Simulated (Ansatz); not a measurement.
# Ga on a N site in GaN

The calculation used DFT PBE, scalar-relativistic, plane waves, PAW in Ansatz 0.2.0. Settings: 420 eV cutoff, 4×4×4 k-mesh, Gaussian smearing of 0.01 eV, collinear spin in charge -1 alone.

Host crystal, relaxed:

```yaml
crystal:
  lattice:
    - [3.21837, 0.00000, 0.00000]
    - [-1.60919, 2.78719, 0.00000]
    - [0.00000, 0.00000, 5.24317]
  atoms:
    - { symbol: Ga, position: [0.66667, 0.33333, 0.49913] }
    - { symbol: Ga, position: [0.33333, 0.66667, 0.99913] }
    - { symbol: N, position: [0.66667, 0.33333, 0.87587] }
    - { symbol: N, position: [0.33333, 0.66667, 0.37587] }
```

Supercell of 16 atoms, rows in host cell vectors: 0 0 -1; 2 0 0; -2 -2 0. Atoms relax at the host's cell, keeping the symmetry that the supercell leaves at the site. The cell is small, so energies carry finite-size errors of tenths of an eV. The host's Kohn–Sham gap is 1.71 eV. Atoms are taken from and returned to the elements' standard states. Charged cells are corrected for image charges with the computed static dielectric tensor (mean 10.9) and aligned with the host's potential at far atoms (alignment terms reach 1.55 eV; the program doubts the alignment in some charges, where it is up to 1.55 eV). No band-filling term is added, and the Fermi level counts from the host's valence band top.

Starting moments were lost in some runs.

Defect: Ga on a N site set at (0.667, 0.333, 0.876) of the host cell. In charges 0, -1, -2 some atom moved by up to 0.6 Å, so the relaxed defect can differ in kind from the start. Before relaxation its nearest neighbours are 3 Ga at 1.97 Å, 1 Ga at 1.98 Å.

| charge | E_f at the valence band top (eV) | over the neutral state (eV) | moment (μB) | largest move (Å) | atoms near the site |
| --- | --- | --- | --- | --- | --- |
| 0 | 6.35 | 0.00 | 0.00 | 0.58 | 1 Ga at 2.28 Å, 3 Ga at 2.29 Å |
| -1 | 8.55 | 2.19 | 0.00 | 0.54 | 3 Ga at 2.23 Å, 1 Ga at 2.25 Å |
| -2 | 12.01 | 5.65 | 0.00 | 0.54 | 3 Ga at 2.18 Å, 1 Ga at 2.25 Å |

Among the charges computed the stable one is 0 at the valence band top and stays so across the gap. In charge -1, -2 the extra carrier would gain by moving to a band edge of the host, so it isn't bound in the gap. In charge 0, -1, -2 the cell has partly filled bands: a level of the defect may be part filled, the carrier may sit in the host's bands, or levels may cross between the k points, so transitions that involve it are doubtful.

Cost: 4 runs of about 11 core-minutes in all, on Arm Neoverse V2 (shared hosts).